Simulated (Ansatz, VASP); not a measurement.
# InP: VASP beside Ansatz, part 2 of 2

Aim: how closely do two programs agree when they are given the same cell, functional and k mesh? The cell is taken from a series of VASP runs on this material, whose earlier steps may have relaxed, scaled or displaced it; both programs get it as it stands.

VASP 6.6.1 and Ansatz 0.2.0.

So far. Step 4 (Differences): The walks stopped with -0.05 GPa left in Ansatz and 0.00 GPa in VASP; each walk ends within a tolerance, so the volume difference is uncertain by about these residues over the bulk modulus, most in soft cells.

## Step 5: VASP: relaxation of cell and atoms, r2SCAN with rVV10

Level of this step: r2SCAN with rVV10; plane waves and PAW (In_d, P) (VASP).

The relaxed volume is the usual yardstick between codes: its relative difference is about their pressure difference at one cell divided by the bulk modulus.

INCAR

```
SYSTEM = InP
PREC = Accurate
ENCUT = 450
EDIFF = 1E-07
NELM = 100
ISMEAR = 0
SIGMA = 0.03
LREAL = .FALSE.
ALGO = Normal
METAGGA = R2SCAN
LUSE_VDW = .TRUE.
IVDW_NL = 2
BPARAM = 11.95
CPARAM = 0.0093
LASPH = .TRUE.
NBANDS = 15
LORBIT = 11
LWAVE = .FALSE.
LCHARG = .FALSE.
KPAR = 4
IBRION = 2
NSW = 50
ISIF = 3
EDIFFG = -0.002
```

POSCAR

```
InP
1.0
    0.0000000000      2.9343500000      2.9343500000
    2.9343500000      0.0000000000      2.9343500000
    2.9343500000      2.9343500000      0.0000000000
In P
1 1
Direct
    0.0000000000      0.0000000000      0.0000000000
    0.7500000000      0.7500000000      0.7500000000
```

KPOINTS

```
Automatic mesh
0
Gamma
10 10 10
0 0 0
```

PAW data sets: In_d and P (PBE family, release 64).

On the command line:

```
$ mpirun -np 4 vasp_std
```

Numbers of over 12 decimals in the logs are rounded to 6 here.

Output:

```text
[banner, memory and clock lines left out]
running    4 mpi-ranks, on    1 nodes
[...]
|                                                                             |
|               ----> ADVICE to this user running VASP <----                  |
|                                                                             |
|     You have switched on vdW-DFT.                                           |
|     This routine was written and supplied by Jiri Klimes. We recommend      |
|     that you carefully read and cite the following publications:            |
|       J. Klimes, D.R. Bowler, A. Michelides                                 |
|          J. Phys.: Cond Matt. 22 022201 (2010)                              |
|       J. Klimes, D.R. Bowler, A. Michelides                                 |
|          Phys. Rev. B. 83, 195131 (2011)                                    |
|     and references therein.                                                 |
|                                                                             |

[...]
DAV:   2    -0.318118658851E+02    0.70167E-05   -0.14435E-05  1788   0.912E-02    0.720E-03
Total rVV10 correction in eV:      0.4842051    20.0131702
Total rVV10 correction in eV:      0.4842051    20.0131702
Total rVV10 correction in eV:      0.4842051    20.0131702
Total rVV10 correction in eV:      0.4842051    20.0131702
DAV:   3    -0.318118644523E+02    0.14328E-05   -0.30949E-06  1851   0.410E-02    0.617E-03
Total rVV10 correction in eV:      0.4842047    20.0131702
Total rVV10 correction in eV:      0.4842047    20.0131702
Total rVV10 correction in eV:      0.4842047    20.0131702
Total rVV10 correction in eV:      0.4842047    20.0131702
DAV:   4    -0.318118645223E+02   -0.70010E-07   -0.19196E-07  1082   0.413E-03
Total rVV10 correction in eV:      0.4842148    20.0131702
Total rVV10 correction in eV:      0.4842148    20.0131702
Total rVV10 correction in eV:      0.4842148    20.0131702
Total rVV10 correction in eV:      0.4842148    20.0131702
Total rVV10 correction in eV:      0.4842057    20.0131702
Total rVV10 correction in eV:      0.4842057    20.0131702
Total rVV10 correction in eV:      0.4842057    20.0131702
Total rVV10 correction in eV:      0.4842057    20.0131702
   4 F= -.31811865E+02 E0= -.31811865E+02  d E =-.863893E-03
[...]
reached required accuracy - stopping structural energy minimisation
```

OUTCAR, selected parts (step 5):

```text
  Total       -0.0015143     -0.0015143     -0.0015143      0.0000000      0.0000000      0.0000000
  in kB       -0.0475896     -0.0475896     -0.0475896      0.0000000      0.0000000      0.0000000
  external PRESSURE =      -0.0475896 kB  Pullay stress =       0.0000000 kB

 POSITION                                       TOTAL-FORCE (eV/Angst)
 -----------------------------------------------------------------------------------
      0.00000      2.94300      2.94300         0.000000      0.000000      0.000000
      4.41451      4.41451      4.41451        -0.000000     -0.000000     -0.000000
 -----------------------------------------------------------------------------------
    total drift:                                0.000002      0.000002      0.000002

  FREE ENERGIE OF THE ION-ELECTRON SYSTEM (eV)
  ---------------------------------------------------
  free  energy   TOTEN  =       -31.8118645223 eV

  energy  without entropy=      -31.8118645223  energy(sigma->0) =      -31.81186452

[... 2 parts as in an earlier step ...]

[... 2 further parts left out ...]
[key lines of the parts left out:]
E-fermi :   4.9794
```

## Step 6: Ansatz: relaxation of cell and atoms, r2SCAN with rVV10

The same cell, functional, mesh and smearing now go to Ansatz, which takes its cutoff from its data sets.

The cell is taken from a series of VASP runs on this material, whose earlier steps may have relaxed, scaled or displaced it; both programs get it as it stands.

input.yaml

```yaml
crystal:
  lattice:
    - [0.0, 2.93435, 2.93435]
    - [2.93435, 0.0, 2.93435]
    - [2.93435, 2.93435, 0.0]
  atoms:
    - { symbol: In, position: [0.0, 0.0, 0.0] }
    - { symbol: P, position: [0.75, 0.75, 0.75] }
hamiltonian:
  xc: r2scan
  pseudopotentials: { kind: paw }
  dispersion: rvv10
kpoints:
  mp_grid: { grid: [10, 10, 10] }
scf:
  occupations: { method: gaussian, width: 0.03 }
relax:
  f_tol: 0.01
  max_steps: 60
  cell: { stress_tol: 0.05 }
output:
  forces: true
  stress: true
  write_density: true
  write_potential: true
  elf: true
  volumetric_format: npy
```

On the command line:

```
$ ansatz run input.yaml --threads 4 --pin off --max-ram 9216MiB --backend cpu --events-out ev --progress --plain --runs-dir out
```

Output:

```text
[...]
Crystal: 2 atoms, lattice volume = 50.532 Å³
Basis set: ecut = 500 eV, 1243 PW (Γ), exchange–correlation on 144×144×144 points (64 copies of the dense FFT grid, shifted against one another)
Bands: 13, of which v1, the nominal top of the filled ones, is band 9 counted from 1 (8 counted from 0)
Symmetry: 24 space group operations
[...]
k-point 46: bands = [... 5 lower, -2.7779, 0.9595, 3.6741, 3.7269, 10.6710, 10.9967, 13.1904, 13.5818]
--- Relaxed structure (3 steps of the walk, 3 accepted, 1 SCFs on fresh bases) ---
[...]
cell:  # Å, volume = 50.9800 Å³
    - [0, 2.942998, 2.942998]
    - [2.942998, 0, 2.942998]
    - [2.942998, 2.942998, 0]
  atoms:
    - { symbol: In, position: [0, 0, 0] }
    - { symbol: P, position: [0.75, 0.75, 0.75] }
[key lines of the parts left out:]
SCF converged after 4 iterations
Free energy (F): -6369.317613 eV
Fermi energy:    7.172632 eV
P = ⅓ Tr σ = -0.0013 GPa (-0.013 kbar)
```

The job ended after 9 s (4 threads of Arm Neoverse V2, shared host; peak memory 0.61 GiB; 34 s of CPU time).

## Step 7: Side by side

What differs besides the data sets and the points named for the pairs above, as far as they apply: VASP keeps PBE cores, Ansatz makes them for the functional; the cutoff is 500 eV in Ansatz and 450 eV in VASP. Total energies have different zeros and are not compared.

The two programs side by side:

| quantity | Ansatz | VASP | difference |
| --- | --- | --- | --- |
| volume (Å³) | 50.98 | 50.98 | +0.00 % |
| edge a after relaxation, in the typed setting (Å) | 4.162 | 4.162 | +0.00 % |

The walks stopped with 0.00 GPa left in Ansatz and 0.00 GPa in VASP; each walk ends within a tolerance, so the volume difference is uncertain by about these residues over the bulk modulus, most in soft cells.

## Step 8: What came out

| Quantity | Value |
| --- | --- |
| difference in volume (relaxation of cell and atoms, PBEsol) | 0.028 % |
| difference in volume (relaxation of cell and atoms, r2SCAN with rVV10) | -6.5e-4 % |

In words: The difference in volume is 0.028 % (relaxation of cell and atoms, PBEsol), within the 1.2 % picked in this series as the mark of a large difference, as far as the stopping tolerances let one tell. How closely two codes agree says nothing of how well the functional describes the real material.

[Lines on the potential files, build, host, timing and source positions are cut from VASP's logs without a mark.]

[Logs are printed without paths, hosts, clocks, repeated set-up lines and the standing remarks that a program may print on its own settings, such as how far it seeks lower states.]

[Hosts, paths, dates, database ids (printed as entryN), source tags and the programs' standing remarks are cut or masked in the printed files.]
